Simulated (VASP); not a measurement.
A run of VASP 6.6.1 is set up as follows.

File POSCAR:

```
LiCl
1.0
    3.2711235786      0.0000000000      0.0000000000
    0.0000000000      3.2711235786      0.0000000000
    0.0000000000      0.0000000000      3.2711235786
Li Cl
1 1
Direct
    0.0000000000      0.0000000000      0.0000000000
    0.5000000000      0.5000000000      0.5000000000
```

Contents of INCAR.step1:

```
  PREC = Accurate
  ENCUT = 520
  ISMEAR = -1
  SIGMA = 0.02
  LREAL = F
  LASPH = T
  NELM = 100
  NBANDS = 12
  GGA = PE
  ALGO = Normal
  EDIFF = 1E-4
  LWAVE = T
  LCHARG = F
```

Contents of INCAR.step2:

```
  PREC = Accurate
  ENCUT = 520
  EDIFF = 1E-6
  ISMEAR = -1
  SIGMA = 0.02
  LREAL = F
  LASPH = T
  NELM = 100
  ALGO = Normal
  ISIF = 2
  LWAVE = F
  LCHARG = F
  METAGGA = R2SCAN
  LMIXTAU = T
  NBANDS = 12
  ISTART = 1
```

Contents of KPOINTS:

```
regular mesh
0
Gamma
  8 8 8
```

Potentials or basis: VASP PAW PBE potentials, release 64 (Li_sv, Cl).

Launch:

```sh
$ cat potpaw_PBE.64/Li_sv/POTCAR potpaw_PBE.64/Cl/POTCAR > POTCAR
$ cp INCAR.step1 INCAR
$ mpirun -np 1 vasp_std > vasp.out
$ cp INCAR.step2 INCAR
$ mpirun -np 1 vasp_std > vasp.out
```

(1) Estimate the band gap on the k mesh.

Results:

(1) 5.39 eV, indirect (least direct gap 5.97 eV).
